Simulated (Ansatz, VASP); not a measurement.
# Two plane-wave programs on PbSe

```
Pb Se
1.0
     3.83412    0.00000    0.00000
     0.00000    3.83412    0.00000
     0.00000    0.00000    3.83412
Pb Se
1 1
Direct
  0.00000 0.00000 0.00000
  0.50000 0.50000 0.50000
```

Change from the starting cell: volume scaled by 1.04.

Alike in both runs: task single point; functional PBE; k mesh 7 × 7 × 7; occupations fermi-dirac, width 0.05 eV; no spin polarisation.

```csv
,VASP,Ansatz
version,VASP 6.6.1,Ansatz 0.2.0
potentials or method,"VASP PAW PBE potentials, release 64 (Pb_d, Se)",Ansatz PAW
plane-wave cutoff (eV),520,420
valence electrons in the cell,20,30
```

Ansatz gave:

| Property | Result |
| --- | --- |
| gap on the k mesh at the Fermi level (eV) | none |
| pressure (GPa) | -1.8 |

**Question.** Which values does VASP return?

**Answer.** gap on the k mesh at the Fermi level (eV): none; pressure (GPa): -1.9.

A gap of «none» marks a metal or a gap that the smearing closes. The two sets of potentials don't hold the same shells in valence.

Spin-orbit coupling is left out, which matters for the levels of Pb.
